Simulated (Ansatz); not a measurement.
# CdTe: stress in a strained cell

Aim: deform CdTe (z strained by +2 % at fixed volume) and compute stress, forces and field gradients with LAPW, PAW and all-electron datasets made for the crystal.

The COD entry's cell or inner coordinates are ideal or old and differ from later refinements, so a difference from it is no clean test against experiment.

Method: DFT PBE, scalar-relativistic, in Ansatz 0.2.0.

## 1. The structure to begin with

The structure is cubic, space group F-43m (No. 216). The conventional cell has a = 6.410 Å, b = 6.410 Å, c = 6.410 Å, α = 90.00°, β = 90.00°, γ = 90.00°. Cd (site symmetry -43m) has 4 Te at 2.78 Å as nearest neighbours. Around Te (site symmetry -43m) lie 4 Cd at 2.78 Å.

Coordinates:

```xyz
2
Lattice="0.0000 3.2050 3.2050 3.2050 0.0000 3.2050 3.2050 3.2050 0.0000" Properties=species:S:1:pos:R:3 pbc="T T T"
Cd    0.0000    0.0000    0.0000
Te    4.8075    4.8075    4.8075
```

Atoms are numbered in the order of the input: Cd1, Te2.

## 2. The deformed structure

Space group F-43m before, I-4m2 after.

## 3. LAPW, all electrons

input.yaml reads:

```yaml
crystal:
  lattice:
    - [0.0, 3.1734228753, 3.2691]
    - [3.1734228753, 0.0, 3.2691]
    - [3.1734228753, 3.1734228753, 0.0]
  atoms:
    - { symbol: Cd, position: [0.0, 0.0, 0.0] }
    - { symbol: Te, position: [0.75, 0.75, 0.75] }
kpoints:
  mp_grid: { grid: [10, 10, 10] }
scf:
  occupations: { method: fermi_dirac, width: 0.08 }
hamiltonian:
  xc: pbe
  pseudopotentials: { kind: all_electron, lapw: { basis_error: 0.00025 } }
output:
  forces: true
  stress: true
  eigenvalues: true
```

The log of the run (excerpt; [...] marks lines left out):

```text
LAPW: plane waves up to 8.878 Å⁻¹, error target 2.5e-4 eV per atom; small_component_spin mean_spin; Cd in spheres of 1.395 Å, 30 of its electrons in bands, Dirac shells []; Te in spheres of 1.381 Å, 24 of its electrons in bands, Dirac shells []
[...]
Pseudopotentials: kind: all_electron
Pseudopotential: Cd, LAPW, valence charge 30, Koelling and Harmon's equation, gaussian nucleus
Pseudopotential: Te, LAPW, valence charge 24, Koelling and Harmon's equation, gaussian nucleus
Functional definition: PBE
[...]
Crystal: 2 atoms, lattice volume = 65.844 Å³
Basis set: ecut = 300.2741858606332 eV, 789 PW (Γ), exchange–correlation at level 2
Bands: 33, of which v1, the nominal top of the filled ones, is band 27 counted from 1 (26 counted from 0)
Symmetry: 8 space group operations
Space group: I-4m2 (ITA 119), of the structure as read, at distance tolerance 4.0e-5 Å
k-points: 102 of 1000 (time reversal used)
[...]
SCF iter   1: F=—  HF=-337120.882231 eV  |F-HF|=—  |Δ(HF+E_count)|=         —  Δρ=2.05e-2  dr2=5.63e-1  ethr=1.04e-3  ⟨swp⟩=2.0  Hψ=20681  notcnv=0
[...]
the basis was enlarged: its passes take 330.5 KiB over the memory plan, 1 of 1 planned eigensolver slots
[...]
SCF iter   7: F=-337120.654603 eV  HF=-337120.654603 eV  |F-HF|=4.99e-8  |Δ(HF+E_count)|=   2.58e-6  Δρ=4.88e-6  dr2=1.70e-8  ethr=1.61e-9  ⟨swp⟩=3.0  Hψ=10172  notcnv=0
[...]
SCF converged after 7 iterations
Free energy (F): -337120.654603 eV
[...]
E sigma→0 (E₀):  -337120.654586 eV
Entropy (-TS):   -0.000035 eV (-0.017 meV/atom)
Fermi energy:    9.883627 eV
[...]
--- Forces (eV/Å), atoms counted from 1 ---
  atom   1  Cd     0.00000000     0.00000000    -0.00000000
  atom   2  Te    -0.00000000     0.00000000     0.00000000
[...]
--- Stress (GPa, compression-positive) ---
        4.373854       0.000000       0.000000
        0.000000       4.373854       0.000000
        0.000000       0.000000       3.954526
  P = ⅓ Tr σ = 4.2341 GPa (42.341 kbar)
--- Band table (eV; the first three rows and the last of 102) ---
[...]
```

Wall time 40 s (1 thread, shared host).

Result: pressure 4.23 GPa; gap on the k mesh 0.83 eV.

## 4. PAW with frozen cores

input.yaml: that of step 3 with these lines changed.

```diff
@@ -14,3 +14,3 @@
   xc: pbe
-  pseudopotentials: { kind: all_electron, lapw: { basis_error: 0.00025 } }
+  pseudopotentials: { kind: paw }
 output:
@@ -19 +19,2 @@
   eigenvalues: true
+  efg: { contact_densities: true }
```

The log of the run (excerpt; [...] marks lines left out):

```text
Cd, Te: output.efg is read without spin–orbit coupling, which moves field gradients at and beside such atoms by some per cent and up to a factor of two; PAW files take it under magnetization.noncollinear and magnetization.spin_orbit
[...]
Pseudopotentials: kind: paw
Pseudopotential: Cd, paw, valence charge 20, recommended cutoff 420 eV (normal)
Pseudopotential: Te, paw, valence charge 16, recommended cutoff 420 eV (normal)
[... 1 set-up line as earlier in the session ...]
[...]
Crystal: 2 atoms, lattice volume = 65.844 Å³
Basis set: ecut = 420 eV, 1283 PW (Γ), exchange–correlation on 64×64×60 points (8 copies of the dense FFT grid, shifted against one another)
Bands: 22, of which v1, the nominal top of the filled ones, is band 18 counted from 1 (17 counted from 0)
[... 2 set-up lines as earlier in the session ...]
[...]
Free energy (F): -15235.257809 eV
[...]
E sigma→0 (E₀):  -15235.257792 eV
Entropy (-TS):   -0.000035 eV (-0.017 meV/atom)
Fermi energy:    8.475612 eV
[...]
--- Forces (eV/Å), atoms counted from 1 ---
  atom   1  Cd    -0.00000000    -0.00000000    -0.00000000
  atom   2  Te     0.00000000     0.00000000     0.00000000
[...]
--- Stress (GPa, compression-positive) ---
        4.359900      -0.000000       0.000000
       -0.000000       4.359900       0.000000
       -0.000000       0.000000       3.939172
  P = ⅓ Tr σ = 4.2197 GPa (42.197 kbar)
--- PAW observables at the nuclei: V_zz in 10²¹ V/m², potentials from the cell's mean, atoms counted from 1 ---
  atom   1  Cd V_zz =    -0.829628   η = 0.0000   by run symmetry: allowed
            electrostatic potential = -7704.836969 V   contact ρ = 1035923.172764 e/Å³
  atom   2  Te V_zz =    +1.868007   η = 0.0000   by run symmetry: allowed
            electrostatic potential = -8646.931733 V   contact ρ = 1468713.289215 e/Å³
--- Band table (eV; the first three rows and the last of 102) ---
[... band rows left out ...]
[...]
```

Run time: 6.7 s. Hardware: 1 thread, shared host.

Read from it: pressure 4.22 GPa; gap on the k mesh 0.84 eV; Vzz Cd1 -0.83 (η = 0.00), Te2 1.87 (η = 0.00) (10²¹ V/m²).

## 5. Datasets made for this crystal

input.yaml: that of step 4 with these lines changed.

```diff
@@ -14,3 +14,3 @@
   xc: pbe
-  pseudopotentials: { kind: paw }
+  pseudopotentials: { kind: all_electron, datasets: crystal }
 output:
```

The log of the run (excerpt; [...] marks lines left out):

```text
[...]
Cd, Te: output.efg is read without spin–orbit coupling, which moves field gradients at and beside such atoms by some per cent and up to a factor of two; PAW files take it under magnetization.noncollinear and magnetization.spin_orbit
[...]
[... 1 set-up line as earlier in the session ...]
Pseudopotential: Cd, paw, valence charge 20, recommended cutoff 240 eV (normal), Koelling and Harmon's equation, gaussian nucleus
Pseudopotential: Te, paw, valence charge 16, recommended cutoff 240 eV (normal), Koelling and Harmon's equation, gaussian nucleus
[... 1 set-up line as earlier in the session ...]
[...]
Crystal: 2 atoms, lattice volume = 65.844 Å³
Basis set: ecut = 240 eV, 545 PW (Γ), exchange–correlation on 48×48×48 points (8 copies of the dense FFT grid, shifted against one another)
Bands: 13, of which v1, the nominal top of the filled ones, is band 9 counted from 1 (8 counted from 0)
[... 1 set-up line as earlier in the session ...]
[...]
  atom   1  Cd    -0.00000000     0.00000000     0.00000000
  atom   2  Te     0.00000000     0.00000000     0.00000000
[...]
--- Stress (GPa, compression-positive) ---
        4.374127      -0.000000      -0.000000
        0.000000       4.374127       0.000000
       -0.000000       0.000000       3.954940
  P = ⅓ Tr σ = 4.2344 GPa (42.344 kbar)
  It holds what live shells' own plane waves past their cutoff add
--- PAW observables at the nuclei: V_zz in 10²¹ V/m², potentials from the cell's mean, atoms counted from 1 ---
  atom   1  Cd V_zz =    -0.834827   η = 0.0000   by run symmetry: allowed
            electrostatic potential = -7704.756345 V   contact ρ = 1035903.530444 e/Å³
  atom   2  Te V_zz =    +1.827176   η = 0.0000   by run symmetry: allowed
            electrostatic potential = -8646.906604 V   contact ρ = 1468554.469731 e/Å³
--- Band table (eV; the first three rows and the last of 102) ---
  k-point 0: bands = ["-2.0209", "0.9448", "0.9521", "0.9521", "1.2317", "1.2384", "9.2733", "9.3802", "9.3802", "10.2152", "13.9474"]
[...]
```

It took 11 s on 1 thread, shared host.

In short: pressure 4.23 GPa; gap on the k mesh 0.84 eV; Vzz Cd1 -0.83 (η = 0.00), Te2 1.83 (η = 0.00) (10²¹ V/m²).

## 6. Stress and forces compared

Stress (GPa, compression positive):

| method | xx | yy | zz | yz | xz | xy |
| --- | --- | --- | --- | --- | --- | --- |
| LAPW | 4.37 | 4.37 | 3.95 | 0.00 | 0.00 | 0.00 |
| PAW | 4.36 | 4.36 | 3.94 | 0.00 | 0.00 | 0.00 |
| crystal datasets | 4.37 | 4.37 | 3.95 | 0.00 | 0.00 | 0.00 |

| method | pressure (GPa) | gap on the k mesh (eV) | Vzz Cd1 (10²¹ V/m²) | Vzz Te2 (10²¹ V/m²) | SCF cycles, all passes | time |
| --- | --- | --- | --- | --- | --- | --- |
| LAPW | 4.23 | 0.83 | – | – | 7 | 40 s |
| PAW | 4.22 | 0.84 | -0.83 | 1.87 | 6 | 6.7 s |
| crystal datasets | 4.23 | 0.84 | -0.83 | 1.83 | 8 | 11 s |

## 7. What came out

| quantity | value |
| --- | --- |
| pressure | LAPW 4.23, PAW 4.22, crystal datasets 4.23 GPa |
| largest shear or deviatoric stress (LAPW) | 0.28 GPa |

What this shows: The largest part of the stress beyond the pressure is 0.28 GPa in size, in the zz component; the atoms are carried along and not relaxed. No run of the undeformed cell stands beside it, so the pressure holds what the given cell had before the change. PAW: stress within 0.02 GPa of LAPW. Crystal datasets: stress within 0.01 GPa of LAPW. Spin-orbit coupling is left out, though the cell holds Te; in elements this heavy it can shift bands and gaps by tenths of an eV.
